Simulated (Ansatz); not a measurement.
SrCl2, CdI2 type, relaxed with r2SCAN+rVV10, was run in Ansatz under altered settings. All numbers are computed, without spin polarisation but where a row says otherwise.

```
Sr Cl
1.0
     4.40725    0.00000    0.00000
    -2.20362    3.81679    0.00000
     0.00000    0.00000    5.59607
Sr Cl
1 2
Direct
  0.00000 0.00000 0.00000
  0.33333 0.66667 0.24870
  0.66667 0.33333 0.75130
```

The base run's other keys:
```yaml
kpoints:
  mp_grid: { grid: [6, 6, 2] }
hamiltonian:
  xc: hse06
scf:
  occupations: { method: fixed }
  n_extra_bands: 4
```

It takes 12 iterations with 1825 plane waves at 420 eV and 14 k points, and leaves a mean stress of +0.79 GPa. The gap over this mesh is 6.456 eV. It ran on 4 threads of Arm Neoverse N1 (shared host).

Outcomes, with energy and stress as changes against the base:
```csv
setting,outcome,ΔF (meV/atom),Δ mean stress (GPa),gap on the mesh (eV),iterations,wall time
"PBE hybrid, exx coeff 0.3, omega 0.1 1/Å",converged,–,-0.1,7.145,13,21 s
"PBE hybrid, exx coeff 0.05, omega 0.5 1/Å",converged,–,+0.3,5.298,9,20 s
"PBE hybrid, exx coeff 1.0, omega 0.2078 1/Å",converged,–,-1.2,10.533,24,33 s
"PBE hybrid, exx coeff 0.35, omega 0.2078 1/Å",converged,–,-0.2,6.985,13,21 s
hamiltonian.pseudopotentials: nc (cutoff then 925 eV),converged,–,+0.1,6.496,13,110 s
```
A dash marks a value that wasn't obtained or can't be compared. Stress is positive in compression. The base took 21 s. The base's mesh is coarse for a hybrid, so its own values aren't converged.

- PBE hybrid, exx coeff 0.3, omega 0.1 1/Å. That is 30 % exact exchange, screened with ω = 0.1 1/Å, against HSE06's 25 % screened at 0.208 1/Å. The mean stress moves by -0.1 GPa and the gap on the mesh by +0.689 eV (to 7.145). Totals of different functionals aren't comparable. The program warns that on this mesh the truncation of the exchange isn't bounded, so part of the change can be an error of the mesh.
- PBE hybrid, exx coeff 0.05, omega 0.5 1/Å. That is 5 % exact exchange, screened with ω = 0.5 1/Å, against HSE06's 25 % screened at 0.208 1/Å. The mean stress moves by +0.3 GPa and the gap on the mesh by -1.158 eV (to 5.298). Totals of different functionals aren't comparable.
- PBE hybrid, exx coeff 1.0, omega 0.2078 1/Å. That is 100 % exact exchange, screened with ω = 0.2078 1/Å, against HSE06's 25 % screened at 0.208 1/Å. The mean stress moves by -1.2 GPa and the gap on the mesh by +4.077 eV (to 10.533). Totals of different functionals aren't comparable. The program warns that on this mesh the truncation of the exchange isn't bounded, so part of the change can be an error of the mesh.
- PBE hybrid, exx coeff 0.35, omega 0.2078 1/Å. That is 35 % exact exchange, screened with ω = 0.2078 1/Å, against HSE06's 25 % screened at 0.208 1/Å. The mean stress moves by -0.2 GPa and the gap on the mesh by +0.529 eV (to 6.985). Totals of different functionals aren't comparable.

The stress of a hybrid is loosely converged in these runs.

The meshes of the hybrids are coarse, so their gaps aren't converged to the digits shown.
